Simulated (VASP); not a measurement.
# Sn (Im-3m) in VASP: further runs, part 2 of 3

VASP 6.6.1. Earlier steps stand in the parts before.

**3. Band structure, LDA**

The input, POSCAR:

```
Sn
1.0
   -1.8946518192      1.8946518192      1.8946518192
    1.8946518192     -1.8946518192      1.8946518192
    1.8946518192      1.8946518192     -1.8946518192
Sn
1
Direct
    0.0000000000      0.0000000000      0.0000000000
```

The input, INCAR.step1:

```
  ALGO = Fast
  EDIFF = 1E-6
  ENCUT = 520
  GGA = CA
  ISIF = 2
  ISMEAR = -1
  LASPH = T
  LCHARG = T
  LREAL = F
  LWAVE = F
  NELM = 100
  PREC = Accurate
  SIGMA = 0.05
```

The input, KPOINTS.step1:

```
k-points
0
Gamma
  7 7 7
```

The input, INCAR.step2:

```
  ALGO = Fast
  EDIFF = 1E-6
  ENCUT = 520
  GGA = CA
  ICHARG = 11
  ISIF = 2
  ISMEAR = 0
  LASPH = T
  LCHARG = F
  LREAL = F
  LWAVE = F
  NELM = 100
  PREC = Accurate
  SIGMA = 0.05
```

The input, KPOINTS.step2:

```
path GHNGPH,PN
10
line-mode
reciprocal
 0.0000000000  0.0000000000  0.0000000000  G
 0.5000000000 -0.5000000000  0.5000000000  H

 0.5000000000 -0.5000000000  0.5000000000  H
 0.0000000000  0.0000000000  0.5000000000  N

 0.0000000000  0.0000000000  0.5000000000  N
 0.0000000000  0.0000000000  0.0000000000  G

 0.0000000000  0.0000000000  0.0000000000  G
 0.2500000000  0.2500000000  0.2500000000  P

 0.2500000000  0.2500000000  0.2500000000  P
 0.5000000000 -0.5000000000  0.5000000000  H

 0.2500000000  0.2500000000  0.2500000000  P
 0.0000000000  0.0000000000  0.5000000000  N
```

Potentials or basis: VASP PAW LDA potentials, release 64 (Sn_d).

Launch:

```bash
cat potpaw_LDA.64/Sn_d/POTCAR > POTCAR
cp INCAR.step1 INCAR
cp KPOINTS.step1 KPOINTS
mpirun -np 1 vasp_std > vasp.out
cp INCAR.step2 INCAR
cp KPOINTS.step2 KPOINTS
mpirun -np 1 vasp_std > vasp.out
```

OUTCAR:

```text
EDIFF = 1E-6
   ENCUT = 520
   GGA = CA
   ICHARG = 11
   ISIF = 2
   ISMEAR = 0
   LASPH = T
   LREAL = F
   NELM = 100
   PREC = Accurate

 ion  position               nearest neighbor table
   1  0.000  0.000  0.000-

  LATTYP: Found a body centered cubic cell.
 ALAT       =     3.7893036384

  Lattice vectors:

 A1 = (  -1.8946518192,   1.8946518192,   1.8946518192)
 A2 = (   1.8946518192,  -1.8946518192,   1.8946518192)
 A3 = (   1.8946518192,   1.8946518192,  -1.8946518192)

Analysis of symmetry for initial positions (statically):
=====================================================================
 Subroutine PRICEL returns:
 Original cell was already a primitive cell.

 Routine SETGRP: Setting up the symmetry group for a
 body centered cubic supercell.

 Subroutine GETGRP returns: Found 48 space group operations
 (whereof 48 operations were pure point group operations)
 out of a pool of 48 trial point group operations.

The static configuration has the point symmetry O_h .

Analysis of symmetry for dynamics (positions and initial velocities):
=====================================================================
 Subroutine PRICEL returns:
 Original cell was already a primitive cell.

 Routine SETGRP: Setting up the symmetry group for a
 body centered cubic supercell.

 Subroutine GETGRP returns: Found 48 space group operations
 (whereof 48 operations were pure point group operations)
 out of a pool of 48 trial point group operations.

The dynamic configuration has the point symmetry O_h .

 Subroutine INISYM returns: Found 48 space group operations
 (whereof 48 operations are pure point group operations),
 and found     1 'primitive' translations

----------------------------------------------------------------------------------------

                                     Primitive cell

  volume of cell :      27.2050

  direct lattice vectors                    reciprocal lattice vectors
    -1.894651819  1.894651819  1.894651819     0.000000000  0.263900731  0.263900731
     1.894651819 -1.894651819  1.894651819     0.263900731  0.000000000  0.263900731
     1.894651819  1.894651819 -1.894651819     0.263900731  0.263900731  0.000000000

  length of vectors
     3.281633214  3.281633214  3.281633214     0.373211993  0.373211993  0.373211993

  position of ions in fractional coordinates (direct lattice)
     0.000000000  0.000000000  0.000000000

  ion indices of the primitive-cell ions
   primitive index   ion index
                 1           1

----------------------------------------------------------------------------------------

 KPOINTS: path GHNGPH,PN

Interpolating k-points between supplied coordinates.

 Line segments in fractional coordinates (reciprocal lattice):
    0.000000  0.000000  0.000000  ...  0.500000 -0.500000  0.500000
    0.500000 -0.500000  0.500000  ...  0.000000  0.000000  0.500000
    0.000000  0.000000  0.500000  ...  0.000000  0.000000  0.000000
    0.000000  0.000000  0.000000  ...  0.250000  0.250000  0.250000
    0.250000  0.250000  0.250000  ...  0.500000 -0.500000  0.500000
    0.250000  0.250000  0.250000  ...  0.000000  0.000000  0.500000

 Generated    10 points on each line segment, for a total of     60 k-points:

 Following reciprocal coordinates:
            Coordinates               Weight
  0.000000  0.000000  0.000000      0.016667
  0.055556 -0.055556  0.055556      0.016667
  0.111111 -0.111111  0.111111      0.016667
  0.166667 -0.166667  0.166667      0.016667
  0.222222 -0.222222  0.222222      0.016667
  0.277778 -0.277778  0.277778      0.016667
[... 16 lines left out ...]
  0.000000  0.000000  0.388889      0.016667
  0.000000  0.000000  0.333333      0.016667
 [... further k-points ...]
   k-points           NKPTS =     60   k-points in BZ     NKDIM =     60   number of bands    NBANDS=     11
   number of dos      NEDOS =    301   number of ions     NIONS =      1
   total plane-waves  NPLWV =  13824
   dimension x,y,z NGX =    24 NGY =   24 NGZ =   24
   dimension x,y,z NGXF=    48 NGYF=   48 NGZF=   48
   ions per type =               1
   NGX,Y,Z   is equivalent  to a cutoff of  12.16, 12.16, 12.16 a.u.
   NGXF,Y,Z  is equivalent  to a cutoff of  24.32, 24.32, 24.32 a.u.
 SYSTEM =  unknown system
   PREC   = accura    normal or accurate (medium, high low for compatibility)
   ISTART =      0    job   : 0-new  1-cont  2-samecut
   ICHARG =     11    charge: 1-file 2-atom 10-const
   ISPIN  =      1    spin polarized calculation?
   LNONCOLLINEAR =      F non collinear calculations
   LSORBIT =      F    spin-orbit coupling
   LASPH  =      T    aspherical Exc in radial PAW
   ENCUT  =  520.0 eV  38.22 Ry    6.18 a.u.   6.10  6.10  6.10*2*pi/ulx,y,z
   NELM   =    100;   NELMIN=  2; NELMDL=  0     # of ELM steps
   EDIFF  = 0.1E-05   stopping-criterion for ELM
   LREAL  =      F    real-space projection
   EDIFFG = 0.1E-04   stopping-criterion for IOM
   NSW    =      0    number of steps for IOM
   IBRION =     -1    ionic relax: 0-MD 1-quasi-New 2-CG
   NFREE  =      0    steps in history (QN), initial steepest desc. (CG)
   ISIF   =      2    stress and relaxation
   ISYM   =      2    0-nonsym 1-usesym 2-fastsym
   POTIM  = 0.5000    time-step for ionic-motion
   TEBEG  =    0.0;   TEEND  =   0.0 temperature during run
   PSTRESS=    0.0 pullay stress
   NELECT =      14.0000    total number of electrons
   NUPDOWN=      -1.0000    fix difference up-down
   EMIN   =  10.00;   EMAX   =-10.00  energy-range for DOS
   EFERMI =   0.00;   METHOD = LEGACY
   ISMEAR =     0;   SIGMA  =   0.05  broadening in eV -4-tet -1-fermi 0-gaus
   EFERMI_NEDOS =   21; number of points for ismear=-14 and -15
   IALGO  =     68    algorithm
   IMIX   =      4    mixing-type and parameters
     AMIX     =   0.40;   BMIX     =  1.00
     AMIX_MAG =   1.60;   BMIX_MAG =  1.00
  volume/ion in A,a.u.               =      27.20       183.59
  Fermi-wavevector in a.u.,A,eV,Ry     =   1.311902  2.479136 23.416813  1.721087
  Thomas-Fermi vector in A             =   2.442332
   LORBIT       =      0    0 simple, 1 ext, 2 COOP (PROOUT), +10 PAW based schemes
   GGA     = CA    functional components
   LHFCALC =     F    Hartree Fock is set to
   AEXX    =    0.0000 exact exchange contribution
   IVDW    =     0    specifies the selected vdW correction
   LEPSILON=     F    determine dielectric tensor
   LRPA    =     F    only Hartree local field effects (RPA)
 non-spin polarized calculation
 RMM-DIIS sequential band-by-band and
 Gauss-broadening in eV      SIGMA  =   0.05
  energy-cutoff  :      520.00
  volume of cell :       27.20
 maximum number of plane-waves:       746

 number of electron      13.9999996 magnetization

 Free energy of the ion-electron system (eV)
  ---------------------------------------------------
  ext. energy  EPLUGINS =         0.00000000
  ---------------------------------------------------
  free energy    TOTEN  =        -3.93211198 eV

  energy without entropy =       -3.92782288  energy(sigma->0) =       -3.92996743

 E-fermi :   7.3217     XC(G=0): -10.5987

 val. band max:        7.3171048473   @ k =   0.5000  -0.5000   0.5000
 cond. band min:       7.3927962734   @ k =   0.4444  -0.4444   0.5000
 fundamental gap:      0.0756914261
 Fermi energy:         7.3217249362

 k-point     1 :       0.0000    0.0000    0.0000
  band No.  band energies     occupation
      1     -13.6400      2.00000
      2     -13.6400      2.00000
      3     -13.6400      2.00000
      4     -13.4990      2.00000
      5     -13.4990      2.00000
      6      -3.2887      2.00000
      7      15.6296      0.00000
      8      15.6296      0.00000
      9      15.6296      0.00000
     10      20.0273      0.00000
     11      20.0327      0.00000

 k-point     2 :       0.0556   -0.0556    0.0556
  band No.  band energies     occupation
      1     -13.6357      2.00000
      2     -13.6357      2.00000
      3     -13.6338      2.00000
      4     -13.5037      2.00000
      5     -13.4982      2.00000
      6      -3.1546      2.00000
      7      14.8888      0.00000
      8      15.0823      0.00000
      9      15.0823      0.00000
     10      18.7781      0.00000
     11      19.3731      0.00000
[... 295 lines left out ...]
 k-point    24 :       0.0000    0.0000    0.3333
  band No.  band energies     occupation
      1     -13.6747      2.00000
      2     -13.6145      2.00000
      3     -13.5165      2.00000
      4     -13.5037      2.00000
      5     -13.4722      2.00000
      6      -0.8842      2.00000
      7       6.8069      2.00000
      8      12.0566      0.00000
      9      13.7092      0.00000
     10      16.2447      0.00000
     11      16.6036      0.00000

 [... further k-points ...]
[... 5 lines left out ...]
  --------------------------------------------------------------------------------------
  -------------------------------------------------------------------------------------
  Total        0.6051188      0.6051188      0.6051188      0.0000000      0.0000000      0.0000000
  in kB       35.6371522     35.6371522     35.6371522      0.0000000      0.0000000      0.0000000
  external PRESSURE =      35.6371522 kB  Pullay stress =       0.0000000 kB

 VOLUME and BASIS-vectors are now :
 -----------------------------------------------------------------------------
  energy-cutoff  :      520.00
  volume of cell :       27.20
      direct lattice vectors                 reciprocal lattice vectors
    -1.894651819  1.894651819  1.894651819     0.000000000  0.263900731  0.263900731
     1.894651819 -1.894651819  1.894651819     0.263900731  0.000000000  0.263900731
     1.894651819  1.894651819 -1.894651819     0.263900731  0.263900731  0.000000000

 POSITION                                       TOTAL-FORCE (eV/Angst)
 -----------------------------------------------------------------------------------
      0.00000      0.00000      0.00000        -0.000000      0.000000      0.000000
 -----------------------------------------------------------------------------------
    total drift:                               -0.000000     -0.000000      0.000000

  FREE ENERGIE OF THE ION-ELECTRON SYSTEM (eV)
  ---------------------------------------------------
  free  energy   TOTEN  =        -3.9321119753 eV

  energy  without entropy=       -3.9278228755  energy(sigma->0) =       -3.92996743
```

It took 10 s on 1 thread of Intel Xeon Platinum 8488C (Sapphire Rapids), shared host; peak memory 0.13 GiB.

Results:

```yaml
Band_gap_along_the_path: none (metal or under the smearing width)
```

Levels at the corners of the path, in eV from the Fermi level:
```
point  band 5  band 6  band 7  band 8  band 9  band 10
    Γ  -21.59  -11.38    7.53    7.53    7.53    11.93
    H  -21.53   -2.90   -0.78   -0.78   -0.78     3.67
    H  -21.53   -2.90   -0.78   -0.78   -0.78     3.67
    N  -21.51   -6.76   -4.68    3.25    5.11     7.73
    N  -21.51   -6.76   -4.68    3.25    5.11     7.73
    Γ  -21.59  -11.38    7.53    7.53    7.53    11.92
    Γ  -21.59  -11.38    7.53    7.53    7.53    11.92
    P  -21.60   -5.53   -1.71   -1.71   -1.71    17.55
    P  -21.60   -5.53   -1.71   -1.71   -1.71    17.55
    H  -21.53   -2.90   -0.78   -0.78   -0.78     3.67
    P  -21.60   -5.53   -1.71   -1.71   -1.71    17.55
    N  -21.51   -6.76   -4.68    3.25    5.11     7.73
```

Caveat: the log is that of the step along the path at fixed density, whose energy, stress, charges and moments have no meaning; spin-orbit coupling is left out, which moves the levels of the heavy elements.

(Continued in part 3 of 3.)
